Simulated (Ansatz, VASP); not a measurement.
**One calculation of Si, two programs**

```xyz
2
Lattice="2.4996 0.0000 0.0000 -1.2498 2.1647 0.0000 0.0000 0.0000 4.1267" Properties=species:S:1:pos:R:3 pbc="T T T"
Si    0.0000    1.4432    1.0317
Si    1.2498    0.7216    3.0950
```

Change from the starting cell: volume scaled by 0.8, LAPW.

Alike in both runs: task single point; functional PBEsol; k mesh 17 × 17 × 9; occupations fermi-dirac, width 0.08 eV; no spin polarisation.

```csv
,VASP,Ansatz
version,VASP 6.6.1,Ansatz 0.2.0
potentials or method,"VASP PAW PBE potentials, release 64 (Si), cutoff 520 eV","all-electron LAPW, scalar-relativistic"
```

Ansatz gave:

```
pressure (GPa)                                  : 35.8
largest component of the traceless stress (GPa) : 0.08
```

What did VASP give for the same quantities?

Pressure (GPa): 36.0; largest component of the traceless stress (GPa): 0.11.

Ansatz ran all-electron here, so the differences hold the error of VASP's frozen core and of both bases.

Caveats: so large a pressure means that the cell lies far from this level's equilibrium, or that cutoff or potentials fall short (VASP); the potentials were made for another functional, which shifts forces and pressure (VASP).
